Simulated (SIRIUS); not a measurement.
**Al under changes of volume**

One of the cells (16.438 Å³/atom); the others are scaled copies at fixed shape and fractional positions:

```
Al
1.0
    -1.60176    1.60176    1.60176
     1.60176   -1.60176    1.60176
     1.60176    1.60176   -1.60176
Al
1
Direct
  0.00000 0.00000 0.00000
```

This isn't the form of Al at room conditions, which is fcc.

```yaml
Program: SIRIUS 7.12.0
Functional: PBEsol
Potentials_or_basis: PseudoDojo 0.4.1 PBEsol standard (scalar relativistic)
Cutoff: 557 eV
Density_cutoff: 2229 eV
k_mesh: 12 × 12 × 12
Occupations: fermi-dirac, width 0.05 eV
Spin: no spin polarisation
```

```tsv
volume (Å³/atom)	energy over the lowest point (meV/atom)	pressure (GPa)
15.149	32.06	7.9
15.471	18.44	5.7
15.793	?	?
16.438	0.00	0.6
16.760	0.27	-0.9
17.083	3.31	-2.1
```

Question: What does the run at 15.793 Å³/atom give?

Answer: Energy over the lowest point 8.80 meV/atom; pressure 3.8 GPa.

Worked out: A Birch-Murnaghan fit of order 3 (a polynomial in V^(-2/3)) to the other rows has its minimum at 16.57 Å³/atom with B0 = V·E''(V) = 74 GPa and B' = 3.7. It gives 8.79 meV/atom at 15.793 Å³/atom, against the run's 8.80, and -dE/dV = 3.9 GPa, against 3.8.

Energies are extrapolated to zero smearing.
